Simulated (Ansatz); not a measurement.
Relaxed BaSnO$_{3}$ (cubic perovskite):

```
CELL_PARAMETERS angstrom
      4.13132     0.00000     0.00000
      0.00000     4.13132     0.00000
      0.00000     0.00000     4.13132
ATOMIC_POSITIONS crystal
  Ba 0.00000 0.00000 0.00000
  Sn 0.50000 0.50000 0.50000
  O  0.00000 0.50000 0.50000
  O  0.50000 0.50000 0.00000
  O  0.50000 0.00000 0.50000
```

The numbers are results of r2SCAN (plane waves to 500 eV, PAW, scalar-relativistic; Ansatz, a program for electronic structure), not measurements. k mesh 7×7×7 (Γ-centred), Fermi-Dirac smearing 0.05 eV. BaSnO3 was relaxed with its symmetry unable to fall.

One atom of the cell was then moved (with its periodic images), all else fixed, and the forces (eV/Å) came out as:

| atom | Fx | Fy | Fz |
|---|---|---|---|
| Ba1 | 0.284 | 0.130 | 0.000 |
| Sn2 | 11.149 | -2.741 | 0.000 |
| O3 | -14.259 | 0.725 | 0.000 |
| O4 | 1.110 | -0.170 | 0.000 |
| O5 | 1.716 | 2.057 | 0.000 |

Task: Which atom was moved, and by which vector (Å)?

Result: O3, by (0.44, 0.44, 0.00), 0.62 Å in all.

(A displaced cell: forces are minus the slopes of the energy, force constants its curvatures, and phonons follow from these.)
